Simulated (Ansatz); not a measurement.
Al: energy above lowest point and pressure against volume per atom

Results calculated with Ansatz 0.2.0 development build, not measured. Equation of state of a cubic crystal from periodic Kohn-Sham density functional theory without spin; pressure corrected for the finite basis.

Cell of the first row (space group Fd-3m, No. 227):
```
CELL_PARAMETERS angstrom
0.00000 2.96060 2.96060
2.96060 0.00000 2.96060
2.96060 2.96060 0.00000
ATOMIC_POSITIONS crystal
Al 0.00000 0.00000 0.00000
Al 0.25000 0.25000 0.25000
```

Settings of every row: formula Al; structure type diamond; functional PBE; spin treatment none; k mesh 16x16x16; occupation method fermi-dirac; occupation width 0.061225619 eV; wave cutoff 420 eV; datasets soft-1 PAW; density cutoff ratio 4.

Limits: a cubic model structure, not a phase known at ambient conditions.

| row | volume per atom (Å³) | energy above lowest point (meV/atom) | pressure (GPa) |
| --- | --- | --- | --- |
| 1 | 25.951 | 13.51 | 2.699 |
| 2 | 26.503 | 5.91 | 1.724 |
| 3 | 27.055 | 1.51 | 0.843 |
| 4 | 27.607 | 0 | 0.048 |
| 5 | 28.159 | ? | ? |
| 6 | 28.712 | 4.54 | -1.317 |
| 7 | 29.264 | 10.1 | -1.899 |

Question: what energy above lowest point and pressure should row 5 give?

Worked fit of energy above lowest point. Take u = (V_r/V)^(2/3) − 1 with V_r = 27.331 Å³ an atom, which is twice the finite (Eulerian) strain; such expansions in the strain, on which the Birch-Murnaghan equation of state is built, carry the rest volume and the bulk modulus. The shown rows have u = 0.03514, 0.02072, 0.00679, -0.00668, -0.03233, -0.04454. Least squares give energy above lowest point = 0.413 + 111.32 × u + 7413.9 × u² + 707 × u³ meV/atom; a parabola predicts inner rows, each left out in turn, worse (root mean square 0.013 against 0.0017 meV/atom). All shown rows lie on it to the printed digit. Its lowest point lies at u = -0.0075, or V = 27.64 Å³ an atom, and the curvature there gives the bulk modulus at fixed shape and fractions, B = (4/9)(1 + u)² E″(u)/V = 37.5 GPa. The withheld row has u = -0.0197, so the fit gives 0.413 + 111.32 × (-0.0197) + 7413.9 × (-0.0197)² + 707 × (-0.0197)³ = 1.09 meV/atom.

The calculation gave 1.09 meV/atom. The fit meets it to the printed digit.

Worked fit of pressure. Take u = (V_r/V)^(2/3) − 1 with V_r = 27.331 Å³ an atom, which is twice the finite (Eulerian) strain; such expansions in the strain, on which the Birch-Murnaghan equation of state is built, carry the rest volume and the bulk modulus. The shown rows have u = 0.03514, 0.02072, 0.00679, -0.00668, -0.03233, -0.04454. Least squares give pressure = 0.4354 + 59.027 × u + 151.24 × u² + 61 × u³ GPa; a parabola predicts inner rows, each left out in turn, worse (root mean square 0.0012 against 0.00028 GPa). All shown rows lie on it to the printed digit. The pressure vanishes at u = -0.0075, or V = 27.64 Å³ an atom, and there the bulk modulus at fixed shape and fractions is B = −V dP/dV = (2/3)(1 + u) dP/du = 37.6 GPa. The withheld row has u = -0.0197, so the fit gives 0.4354 + 59.027 × (-0.0197) + 151.24 × (-0.0197)² + 61 × (-0.0197)³ = -0.669 GPa.

The calculation gave -0.67 GPa. The fit lies 0.001 GPa (0.022 % of the column's range) above it, one unit of the last digit.
